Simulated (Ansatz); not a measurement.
# Two Ansatz runs on SnTe

The cell is COD entry 9008726, as deposited and not checked against the literature; nothing was relaxed. The listed cell was then made from it by scaling, straining or moving an atom.

First run: DFT, PBE, PAW with Ansatz's default frozen-core files, scalar-relativistic (Ansatz 0.2.0).

Command: `ansatz run input.yaml --threads 1 --pin off --max-ram 2048MiB --backend cpu --events-out ev --progress --plain --runs-dir out` The run took 7 s on 1 thread of Intel(R) Xeon(R) Platinum 8259CL CPU @ 2.50GHz (Skylake/Cascade Lake), with other jobs on the host.

```yaml
crystal:
  lattice:
    - [0.0, 3.1029896626, 3.1029896626]
    - [3.1029896626, 0.0, 3.1029896626]
    - [3.1029896626, 3.1029896626, 0.0]
  atoms:
    - { symbol: Sn, position: [0.0, 0.0, 0.0] }
    - { symbol: Te, position: [0.5, 0.5, 0.5] }
kpoints:
  mp_grid: { grid: [11, 11, 11] }
scf:
  occupations: { method: fermi_dirac, width: 0.08 }
hamiltonian:
  xc: pbe
  pseudopotentials: { kind: paw }
output:
  forces: true
  stress: true
  eigenvalues: true
  efg: { contact_densities: true }
```

Result: converged; pressure 4.84 GPa; gap on the k mesh 0.45 eV (the mesh can miss the band edges); 6 SCF iterations.

No spin–orbit coupling, which matters for the heavy atoms here.

The input is then changed:

```diff
@@ -12,5 +12,5 @@
   occupations: { method: fermi_dirac, width: 0.08 }
 hamiltonian:
-  xc: pbe
+  xc: pbesol
   pseudopotentials: { kind: paw }
 output:
```

Q: Predict the outcome of the changed run.

A: It converged; pressure 2.03 GPa; gap on the k mesh 0.45 eV (the mesh can miss the band edges); 6 SCF iterations.
